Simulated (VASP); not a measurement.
# BAs (F-43m) in VASP: settings compared, part 3 of 3

VASP 6.6.1. Earlier steps stand in the parts before.

**5. G0W0 quasiparticle levels, PBE**

This run uses another cell than the first one, of 13.63 Å³/atom, 0.994 times its volume.

POSCAR reads:

```
BAs                                     
1.0
    0.0000000000      2.3885000000      2.3885000000
    2.3885000000      0.0000000000      2.3885000000
    2.3885000000      2.3885000000      0.0000000000
  B               As            
     1     1
Direct
     0.0000000000000000    0.0000000000000000    0.0000000000000000
     0.2500000000000000    0.2500000000000000    0.2500000000000000
```

INCAR.step1 reads:

```
SYSTEM = BAs
ALGO     = Normal         ! electronic algorithm
EDIFF    = 1E-8           ! SCF threshold, eV
ENCUT    = 500            ! plane-wave cutoff, eV
GGA      = PE             ! functional
ISMEAR   = 0              ! smearing method
KPAR     = 4            
LASPH    = .TRUE.         ! aspherical terms in the spheres
LCHARG   = .FALSE.        ! write CHGCAR
LREAL    = .FALSE.        ! projectors in reciprocal space
LWAVE    = .TRUE.         ! write WAVECAR
NELM     = 80             ! most SCF steps
PREC     = Accurate       ! precision mode
SIGMA    = 0.01           ! smearing width, eV
```

INCAR.step2 reads:

```
SYSTEM = BAs
ALGO     = Exact          ! electronic algorithm
EDIFF    = 1E-8           ! SCF threshold, eV
ENCUT    = 500            ! plane-wave cutoff, eV
GGA      = PE             ! functional
ISMEAR   = 0              ! smearing method
ISTART   = 1            
KPAR     = 4            
LASPH    = .TRUE.         ! aspherical terms in the spheres
LCHARG   = .FALSE.        ! write CHGCAR
LOPTICS  = .TRUE.         ! frequency-dependent dielectric function
LREAL    = .FALSE.        ! projectors in reciprocal space
LWAVE    = .TRUE.         ! write WAVECAR
NBANDS   = 105            ! bands
NELM     = 1              ! most SCF steps
PREC     = Accurate       ! precision mode
SIGMA    = 0.01           ! smearing width, eV
```

INCAR.step3 reads:

```
SYSTEM = BAs
ALGO     = EVGW0          ! electronic algorithm
EDIFF    = 1E-8           ! SCF threshold, eV
ENCUT    = 500            ! plane-wave cutoff, eV
ENCUTGW  = 150            ! cutoff of the response function
GGA      = PE             ! functional
ISMEAR   = 0              ! smearing method
ISTART   = 1            
KPAR     = 4            
LASPH    = .TRUE.         ! aspherical terms in the spheres
LCHARG   = .FALSE.        ! write CHGCAR
LREAL    = .FALSE.        ! projectors in reciprocal space
LWAVE    = .FALSE.        ! write WAVECAR
NBANDS   = 105            ! bands
NBANDSGW = 12           
NELMGW   = 1            
NOMEGA   = 48             ! frequency points
PREC     = Accurate       ! precision mode
PRECFOCK = Fast         
SIGMA    = 0.01           ! smearing width, eV
```

KPOINTS reads:

```
k-points
0
G
  6 6 6
  0 0 0
```

Potentials or basis: VASP PAW PBE potentials, release 64 (B_GW, As_GW).

The run is started by

```bash
$ cat potpaw_PBE.64/B_GW/POTCAR potpaw_PBE.64/As_GW/POTCAR > POTCAR
$ cp INCAR.step1 INCAR
$ mpirun -np 4 vasp_std > vasp.out
$ cp INCAR.step2 INCAR
$ mpirun -np 4 vasp_std > vasp.out
$ cp INCAR.step3 INCAR
$ mpirun -np 4 vasp_std > vasp.out
```

OUTCAR:

```text
SYSTEM = BAs
   EDIFF = 1E-8
   ENCUT = 500
   ENCUTGW = 150
   GGA = PE
   ISMEAR = 0
   ISTART = 1
   LASPH = .TRUE.
   LREAL = .FALSE.
   NELMGW = 1
   PREC = Accurate
   PRECFOCK = Fast

 ion  position               nearest neighbor table
   1  0.000  0.000  0.000-   2 2.07   2 2.07   2 2.07   2 2.07
   2  0.250  0.250  0.250-   1 2.07   1 2.07   1 2.07   1 2.07

  LATTYP: Found a face centered cubic cell.
 ALAT       =     4.7770000000

  Lattice vectors:

 A1 = (   0.0000000000,   2.3885000000,   2.3885000000)
 A2 = (   2.3885000000,   0.0000000000,   2.3885000000)
 A3 = (   2.3885000000,   2.3885000000,   0.0000000000)

Analysis of symmetry for initial positions (statically):
=====================================================================
[... 157 lines left out ...]
   ENCUTLF             =  -1.0    cutoff for local field effects
   NELMGW              =     1    number of iterations in solving QP/BSE equation
   NELMHF              =     1    number of iterations in the inner HF iteration
   NKREDLFX            =     1    NKREDLFY  =   1   NKREDLFZ  =   1
 non-spin polarized calculation
 Gauss-broadening in eV      SIGMA  =   0.01
  energy-cutoff  :      500.00
  volume of cell :       27.25
 maximum number of plane-waves:       701
 NGX is ok and might be reduce to    28
  NGX = 14; NGY = 14; NGZ = 14
   NGX = 13   NGY = 13   NGZ = 13
 maximum number of plane-waves:       122

 QP shifts <psi_nk| G(iteration)W_0 |psi_nk>: iteration 1
 for sc-GW calculations column KS-energies equals QP-energies in previous step
 and V_xc(KS)=  KS-energies - (<T + V_ion + V_H > + <T+V_H+V_ion>^1  + <V_x>^1)

 k-point   1 :       0.0000    0.0000    0.0000
  band No.  KS-energies  QP-energies   sigma(KS)   V_xc(KS)     V^pw_x(r,r')   Z            occupation Imag(sigma)

      1      -9.2365     -10.0024     -12.7527     -11.6541     -19.6017       0.6972       2.0000       1.2345
      2       6.1697       5.6543     -13.2436     -12.5888     -13.9922       0.7873       2.0000       0.0739
      3       6.1697       5.6543     -13.2436     -12.5888     -13.9922       0.7873       2.0000       0.0739
      4       6.1697       5.6543     -13.2436     -12.5888     -13.9922       0.7873       2.0000       0.0739
      5       9.4431       9.7515     -10.9926     -11.3860      -6.7558       0.7840       0.0000      -0.0613
      6       9.4431       9.7515     -10.9926     -11.3860      -6.7558       0.7840       0.0000      -0.0613
      7       9.4431       9.7515     -10.9926     -11.3860      -6.7558       0.7840       0.0000      -0.0613
      8      10.8301      11.3964     -11.8690     -12.6158      -6.6645       0.7583       0.0000      -0.0959
      9      15.7381      15.7682      -8.9037      -8.9423      -3.1114       0.7796       0.0000      -0.2642
     10      19.1183      19.1705     -10.3416     -10.4088      -4.3900       0.7775       0.0000      -0.3478
     11      19.1183      19.1705     -10.3416     -10.4088      -4.3900       0.7775       0.0000      -0.3478
     12      20.5324      20.5660      -8.9982      -9.0415      -2.5290       0.7768       0.0000      -0.4873
[... 228 lines left out ...]
      1      -4.9262      -5.4980     -13.1065     -12.3240     -18.2496       0.7306       2.0000       0.6455
      2      -2.0398      -2.8350     -13.1172     -12.0099     -17.4813       0.7182       2.0000       0.3890
      3       1.0139       0.2998     -12.2415     -11.2938     -14.7495       0.7535       2.0000       0.1385
      4       1.2093       0.4999     -12.2659     -11.3255     -14.6988       0.7543       2.0000       0.1340
      5       9.9401      10.0455     -10.4267     -10.5615      -5.7484       0.7820       0.0000      -0.0831
      6      10.1501      10.4157     -10.4454     -10.7846      -5.7123       0.7827       0.0000      -0.0851
      7      14.8109      15.1098     -11.1288     -11.5286      -4.9376       0.7476       0.0000      -0.2508
      8      15.0516      15.4092     -10.9015     -11.3753      -4.8189       0.7548       0.0000      -0.2489
      9      18.4744      18.7940     -11.3282     -11.7605      -4.1669       0.7393       0.0000      -0.5034
     10      21.8145      22.1397     -11.2558     -11.6863      -4.1521       0.7553       0.0000      -0.7499
     11      21.9994      22.0867     -10.3721     -10.4870      -3.3690       0.7596       0.0000      -0.6639
     12      24.9164      25.2024     -10.5922     -10.9701      -3.4523       0.7567       0.0000      -0.9308
```

OUTCAR.step1:

```text
SYSTEM = BAs
   EDIFF = 1E-8
   ENCUT = 500
   GGA = PE
   ISMEAR = 0
   LASPH = .TRUE.
   LREAL = .FALSE.
[... 387 lines left out ...]
      0.00000      0.00000      0.00000         0.000000      0.000000      0.000000
      1.19425      1.19425      1.19425        -0.000000     -0.000000     -0.000000
 -----------------------------------------------------------------------------------
    total drift:                               -0.000000     -0.000000     -0.000000

  FREE ENERGIE OF THE ION-ELECTRON SYSTEM (eV)
  ---------------------------------------------------
  free  energy   TOTEN  =       -11.3957632997 eV

  energy  without entropy=      -11.3957632997  energy(sigma->0) =      -11.39576330
```

Wall time 38 s (4 MPI ranks of Intel Xeon 6975P-C (Granite Rapids), shared host); peak memory 0.47 GiB.

What came out:

```yaml
Band_gap_on_the_k_mesh_mean-field_level: 1.27 eV, indirect (least direct gap 3.27 eV)
Quasiparticle_gap: 1.87 eV
Least_direct_quasiparticle_gap: 4.10 eV
```

Caveat: bands, screening cutoff and mesh are small and nothing is extrapolated, so the quasiparticle values aren't converged. A k mesh can miss the band edges.
